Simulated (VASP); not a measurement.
# BN (P6_3/mmc) in VASP: further runs

The runs below take BN through single point, relaxation of shape and atoms at fixed volume, with PBE+D3(BJ).

Program: VASP 6.6.1. These are calculated values, not measurements. Logs are shortened: lines on timing, memory, paths and dates and some standing lists are left out, and cuts for length are marked.

## 1. The structure

It takes space group P6_3/mmc (No. 194, hexagonal). Conventional cell: a = 2.506 Å, b = 2.506 Å, c = 6.595 Å, α = 90.00°, β = 90.00°, γ = 120.00°. Around B (site symmetry -6m2) lie 3 N at 1.45 Å. N (site symmetry -6m2) has 3 B at 1.45 Å as nearest neighbours.

## 2. Single point, PBE+D3(BJ)

File INCAR:

```
SYSTEM = BN
PREC = Accurate
ENCUT = 520
EDIFF = 1E-7
ISMEAR = 0
SIGMA = 0.05
LREAL = .FALSE.
LASPH = .TRUE.
NELM = 100
ALGO = Fast
ISIF = 2
LWAVE = .FALSE.
LCHARG = .FALSE.
GGA = PE
IVDW = 12
NBANDS = 16
```

File KPOINTS:

```
Automatic mesh
0
G
  12 12 4
  0 0 0
```

File POSCAR:

```
BN
1.0
    2.5060131600      0.0000000000      0.0000000000
   -1.2530065800      2.1702710588      0.0000000000
    0.0000000000      0.0000000000      6.5945985706
B N
2 2
Direct
    0.3333333333      0.6666666667      0.2500000000
    0.6666666667      0.3333333333      0.7500000000
    0.3333333333      0.6666666667      0.7500000000
    0.6666666667      0.3333333333      0.2500000000
```

Potentials or basis: VASP PAW PBE potentials, release 64 (B, N).

Run with:

```console
> cat potpaw_PBE.64/B/POTCAR potpaw_PBE.64/N/POTCAR > POTCAR
> mpirun -np 1 vasp_std > vasp.out
```

OUTCAR:

```text
SYSTEM = BN
   PREC = Accurate
   ENCUT = 520
   EDIFF = 1E-7
   ISMEAR = 0
   LREAL = .FALSE.
   LASPH = .TRUE.
   NELM = 100
   ISIF = 2
   GGA = PE
   IVDW = 12
 IVDW          = 12

 ion  position               nearest neighbor table
   1  0.333  0.667  0.250-   4 1.45   4 1.45   4 1.45
   2  0.667  0.333  0.750-   3 1.45   3 1.45   3 1.45
   3  0.333  0.667  0.750-   2 1.45   2 1.45   2 1.45
   4  0.667  0.333  0.250-   1 1.45   1 1.45   1 1.45

  LATTYP: Found a hexagonal cell.
 ALAT       =     2.5060131600
 C/A-ratio  =     2.6315099521

  Lattice vectors:

 A1 = (   2.5060131600,   0.0000000000,   0.0000000000)
 A2 = (  -1.2530065800,   2.1702710588,   0.0000000000)
 A3 = (   0.0000000000,   0.0000000000,   6.5945985706)

Analysis of symmetry for initial positions (statically):
=====================================================================
 Subroutine PRICEL returns:
 Original cell was already a primitive cell.

 Routine SETGRP: Setting up the symmetry group for a
 hexagonal supercell.

 Subroutine GETGRP returns: Found 24 space group operations
 (whereof 12 operations were pure point group operations)
 out of a pool of 24 trial point group operations.

The static configuration has the point symmetry D_3d.
 The point group associated with its full space group is D_6h.

Analysis of symmetry for dynamics (positions and initial velocities):
=====================================================================
 Subroutine PRICEL returns:
 Original cell was already a primitive cell.

 Routine SETGRP: Setting up the symmetry group for a
 hexagonal supercell.

 Subroutine GETGRP returns: Found 24 space group operations
 (whereof 12 operations were pure point group operations)
 out of a pool of 24 trial point group operations.

The dynamic configuration has the point symmetry D_3d.
 The point group associated with its full space group is D_6h.

 Subroutine INISYM returns: Found 24 space group operations
 (whereof 12 operations are pure point group operations),
 and found     1 'primitive' translations

----------------------------------------------------------------------------------------

                                     Primitive cell

  volume of cell :      35.8662

  direct lattice vectors                    reciprocal lattice vectors
     2.506013160  0.000000000  0.000000000     0.399040203  0.230385969  0.000000000
    -1.253006580  2.170271059  0.000000000     0.000000000  0.460771937  0.000000000
     0.000000000  0.000000000  6.594598571     0.000000000  0.000000000  0.151639253

  length of vectors
     2.506013160  2.506013160  6.594598571     0.460771937  0.460771937  0.151639253

  position of ions in fractional coordinates (direct lattice)
     0.333333333  0.666666667  0.250000000
     0.666666667  0.333333333  0.750000000
     0.333333333  0.666666667  0.750000000
     0.666666667  0.333333333  0.250000000

  ion indices of the primitive-cell ions
   primitive index   ion index
                 1           1
                 2           2
                 3           3
                 4           4

----------------------------------------------------------------------------------------

 KPOINTS: Automatic mesh

Automatic generation of k-mesh.
 Grid dimensions read from file:
 generate k-points for:   12   12    4

 Generating k-lattice:

  Cartesian coordinates                     Fractional coordinates (reciprocal lattice)
     0.033253350  0.019198831  0.000000000     0.083333333  0.000000000  0.000000000
     0.000000000  0.038397661  0.000000000     0.000000000  0.083333333  0.000000000
     0.000000000  0.000000000  0.037909813     0.000000000  0.000000000  0.250000000

  Length of vectors
     0.038397661  0.038397661  0.037909813

  Shift w.r.t. Gamma in fractional coordinates (k-lattice)
     0.000000000  0.000000000  0.000000000

 Subroutine IBZKPT returns following result:
 ===========================================

 Found     57 irreducible k-points:

 Following reciprocal coordinates:
            Coordinates               Weight
  0.000000  0.000000  0.000000      1.000000
  0.083333  0.000000  0.000000      6.000000
  0.166667  0.000000  0.000000      6.000000
  0.250000 -0.000000  0.000000      6.000000
  0.333333  0.000000  0.000000      6.000000
  0.416667  0.000000  0.000000      6.000000
[... 16 lines left out ...]
  0.250000 -0.000000  0.250000     12.000000
  0.333333  0.000000  0.250000     12.000000
 [... further k-points ...]
   k-points           NKPTS =     57   k-points in BZ     NKDIM =     57   number of bands    NBANDS=     16
   number of dos      NEDOS =    301   number of ions     NIONS =      4
   total plane-waves  NPLWV =  20000
   dimension x,y,z NGX =    20 NGY =   20 NGZ =   50
   dimension x,y,z NGXF=    40 NGYF=   40 NGZF=  100
   ions per type =               2   2
   NGX,Y,Z   is equivalent  to a cutoff of  13.27, 13.27, 12.60 a.u.
   NGXF,Y,Z  is equivalent  to a cutoff of  26.54, 26.54, 25.21 a.u.
 SYSTEM =  BN
   PREC   = accura    normal or accurate (medium, high low for compatibility)
   ISTART =      0    job   : 0-new  1-cont  2-samecut
   ICHARG =      2    charge: 1-file 2-atom 10-const
   ISPIN  =      1    spin polarized calculation?
   LNONCOLLINEAR =      F non collinear calculations
   LSORBIT =      F    spin-orbit coupling
   LASPH  =      T    aspherical Exc in radial PAW
   ENCUT  =  520.0 eV  38.22 Ry    6.18 a.u.   4.66  4.66 12.26*2*pi/ulx,y,z
   NELM   =    100;   NELMIN=  2; NELMDL= -5     # of ELM steps
   EDIFF  = 0.1E-06   stopping-criterion for ELM
   LREAL  =      F    real-space projection
   EDIFFG = 0.1E-05   stopping-criterion for IOM
   NSW    =      0    number of steps for IOM
   IBRION =     -1    ionic relax: 0-MD 1-quasi-New 2-CG
   NFREE  =      0    steps in history (QN), initial steepest desc. (CG)
   ISIF   =      2    stress and relaxation
   ISYM   =      2    0-nonsym 1-usesym 2-fastsym
   POTIM  = 0.5000    time-step for ionic-motion
   TEBEG  =    0.0;   TEEND  =   0.0 temperature during run
   PSTRESS=    0.0 pullay stress
   NELECT =      16.0000    total number of electrons
   NUPDOWN=      -1.0000    fix difference up-down
   EMIN   =  10.00;   EMAX   =-10.00  energy-range for DOS
   EFERMI =   0.00;   METHOD = LEGACY
   ISMEAR =     0;   SIGMA  =   0.05  broadening in eV -4-tet -1-fermi 0-gaus
   EFERMI_NEDOS =   21; number of points for ismear=-14 and -15
   IALGO  =     68    algorithm
   IMIX   =      4    mixing-type and parameters
     AMIX     =   0.40;   BMIX     =  1.00
     AMIX_MAG =   1.60;   BMIX_MAG =  1.00
  volume/ion in A,a.u.               =       8.97        60.51
  Fermi-wavevector in a.u.,A,eV,Ry     =   1.250891  2.363842 21.289433  1.564729
  Thomas-Fermi vector in A             =   2.384864
   LORBIT       =      0    0 simple, 1 ext, 2 COOP (PROOUT), +10 PAW based schemes
   GGA     = PE    functional components
   LHFCALC =     F    Hartree Fock is set to
   AEXX    =    0.0000 exact exchange contribution
   IVDW    =    12    specifies the selected vdW correction
   LEPSILON=     F    determine dielectric tensor
   LRPA    =     F    only Hartree local field effects (RPA)
 non-spin polarized calculation
 RMM-DIIS sequential band-by-band and
 Gauss-broadening in eV      SIGMA  =   0.05
  energy-cutoff  :      520.00
  volume of cell :       35.87
 maximum number of plane-waves:       985
 NGX is ok and might be reduce to    20
   NGX =  9   NGY =  9   NGZ = 25

 number of electron      15.9999997 magnetization

 Free energy of the ion-electron system (eV)
  ---------------------------------------------------
  ext. energy  EPLUGINS =         0.00000000
  ---------------------------------------------------
  free energy    TOTEN  =       -35.14918778 eV

  energy without entropy =      -35.14918778  energy(sigma->0) =      -35.14918778

 E-fermi :   2.5341     XC(G=0): -10.1107

 val. band max:        2.3209453171   @ k =   0.3333   0.2500   0.0000
 cond. band min:       6.5811815387   @ k =   0.5000  -0.0000   0.0000
 fundamental gap:      4.2602362216
 Fermi energy:         2.5340781585

 k-point     1 :       0.0000    0.0000    0.0000
  band No.  band energies     occupation
      1     -15.4731      2.00000
      2     -15.1625      2.00000
      3      -3.9135      2.00000
      4      -1.7141      2.00000
      5       0.9851      2.00000
      6       0.9851      2.00000
[... 8 lines left out ...]
     15      14.5451      0.00000
     16      15.3240      0.00000

 k-point     2 :       0.0833    0.0000    0.0000
  band No.  band energies     occupation
      1     -15.3371      2.00000
      2     -15.0314      2.00000
      3      -3.7271      2.00000
      4      -1.5473      2.00000
      5       0.4274      2.00000
      6       0.4633      2.00000
[... 8 lines left out ...]
     15      14.8165      0.00000
     16      15.0327      0.00000

 k-point     3 :       0.1667    0.0000    0.0000
  band No.  band energies     occupation
      1     -14.9367      2.00000
      2     -14.6457      2.00000
      3      -3.1747      2.00000
      4      -1.0574      2.00000
      5      -0.9874      2.00000
      6      -0.9438      2.00000
[... 8 lines left out ...]
     15      16.1610      0.00000
     16      16.1670      0.00000

 k-point     4 :       0.2500   -0.0000    0.0000
  band No.  band energies     occupation
      1     -14.2984      2.00000
      2     -14.0334      2.00000
      3      -2.7844      2.00000
      4      -2.7184      2.00000
      5      -2.2811      2.00000
      6      -0.6397      2.00000
[... 8 lines left out ...]
     15      18.3143      0.00000
     16      18.4337      0.00000
[... 324 lines left out ...]
 k-point    22 :       0.1667    0.0000    0.2500
  band No.  band energies     occupation
      1     -14.8964      2.00000
      2     -14.6908      2.00000
      3      -2.9194      2.00000
      4      -1.4628      2.00000
      5      -0.9743      2.00000
      6      -0.9230      2.00000
[... 8 lines left out ...]
     15      16.0626      0.00000
     16      16.1483      0.00000

 k-point    23 :       0.2500   -0.0000    0.2500
  band No.  band energies     occupation
      1     -14.2614      2.00000
      2     -14.0742      2.00000
      3      -2.7910      2.00000
      4      -2.7355      2.00000
      5      -2.0147      2.00000
      6      -0.6309      2.00000
[... 8 lines left out ...]
     15      18.3304      0.00000
     16      18.4146      0.00000

 k-point    24 :       0.3333    0.0000    0.2500
  band No.  band energies     occupation
      1     -13.4571      2.00000
      2     -13.2996      2.00000
      3      -4.5642      2.00000
      4      -4.5021      2.00000
      5      -1.2580      2.00000
      6      -1.2115      2.00000
[... 8 lines left out ...]
     15      19.1313      0.00000
     16      20.9092      0.00000

 [... further k-points ...]

------------------------ aborting loop because EDIFF is reached ----------------------------------------

 Edisp (eV)   -0.56844

 E8    (eV) :    -0.1666

  FORCE on cell =-STRESS in cart. coord.  units (eV):
  Direction    XX          YY          ZZ          XY          YZ          ZX
  --------------------------------------------------------------------------------------
  -------------------------------------------------------------------------------------
  Total       0.07778     0.07778    -0.01283     0.00000     0.00000     0.00000
  in kB       3.47463     3.47463    -0.57303     0.00000     0.00000     0.00000
  external pressure =        2.13 kB  Pullay stress =        0.00 kB

 VOLUME and BASIS-vectors are now :
 -----------------------------------------------------------------------------
  energy-cutoff  :      520.00
  volume of cell :       35.87
      direct lattice vectors                 reciprocal lattice vectors
     2.506013160  0.000000000  0.000000000     0.399040203  0.230385969  0.000000000
    -1.253006580  2.170271059  0.000000000     0.000000000  0.460771937  0.000000000
     0.000000000  0.000000000  6.594598571     0.000000000  0.000000000  0.151639253

 POSITION                                       TOTAL-FORCE (eV/Angst)
 -----------------------------------------------------------------------------------
     -0.00000      1.44685      1.64865         0.000000     -0.000000      0.000000
      1.25301      0.72342      4.94595        -0.000000      0.000000      0.000000
     -0.00000      1.44685      4.94595        -0.000000      0.000000      0.000000
      1.25301      0.72342      1.64865         0.000000     -0.000000      0.000000
 -----------------------------------------------------------------------------------
    total drift:                               -0.000000      0.000000      0.000000

  FREE ENERGIE OF THE ION-ELECTRON SYSTEM (eV)
  ---------------------------------------------------
  free  energy   TOTEN  =       -35.7176306736 eV

  energy  without entropy=      -35.7176306736  energy(sigma->0) =      -35.71763067
```

Wall time 21 s (1 thread of AMD EPYC 9R45 (Zen 5), shared host); peak memory 0.14 GiB.

Results:

```yaml
Free_energy: -35.7176 eV
Pressure: 0.2 GPa
Band_gap_on_the_k_mesh: 4.26 eV, indirect (least direct gap 4.64 eV)
Dispersion_energy_per_atom: -0.142 eV
```

Levels at points of the mesh, in eV from the valence-band top:
```tsv
k point	band 4	band 5	band 6	band 7	band 8	band 9	band 10	band 11	band 12	band 13
(0.00, 0.00, 0.00)	-4.04	-1.34	-1.34	-1.30	-1.30	5.30	10.39	11.52	11.52	11.65
(0.50, 0.00, 0.00)	-8.83	-4.14	-4.07	-1.46	-0.41	4.26	5.67	9.52	9.92	12.74
(0.00, 0.00, 0.50)	-5.26	-1.32	-1.32	-1.32	-1.32	7.70	7.70	11.59	11.59	11.59
(0.50, 0.00, 0.50)	-8.87	-4.11	-4.11	-0.92	-0.92	4.73	4.73	9.90	9.90	13.62
```

A k mesh can miss the band edges. As with any semilocal functional, this PBE gap is likely too small.

[end of part 1 of 2]
